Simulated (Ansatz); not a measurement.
Crystal: CdTe.

```
Te Cd
1.0
     0.00000    3.20500    3.20500
     3.20500    0.00000    3.20500
     3.20500    3.20500    0.00000
Te Cd
1 1
Direct
  0.75000 0.75000 0.75000
  0.00000 0.00000 0.00000
```

- Program: Ansatz 0.2.0
- Task: relaxation of cell and atoms
- Functional: PBE
- Dispersion: D4
- Potentials or basis: Ansatz PAW
- Cutoff: 420 eV (not typed: the program's choice for these potentials)
- k mesh: 7 × 7 × 7
- Occupations: fermi-dirac, width 0.05 eV
- Spin: no spin polarisation

At the start: volume 32.92 Å³/atom.

Q: Where does the relaxation end?

A: It ends after 5 steps and the volume is 34.57 Å³/atom (+5.0 %); space group F-43m (No. 216, to 0.05 Å).

The path:
| step | energy change (eV) | largest force (eV/Å) | volume (Å³) |
| --- | --- | --- | --- |
| 1 | 0.0000 | 0.0000 | 65.84 |
| 2 | -0.0141 | 0.0000 | 71.09 |
| 3 | -0.0209 | 0.0000 | 69.33 |
| 4 | -0.0210 | 0.0000 | 69.14 |
| 5 | -0.0217 | 0.0000 | 69.14 |

Final structure:
```xyz
2
Lattice="0.0000 3.2576 3.2576 3.2576 0.0000 3.2576 3.2576 3.2576 0.0000" Properties=species:S:1:pos:R:3 pbc="T T T"
Te    4.8864    4.8864    4.8864
Cd    0.0000    0.0000    0.0000
```

Caveat: the plane-wave basis is chosen anew once the cell has moved, so the energies of steps on either side of that aren't comparable.
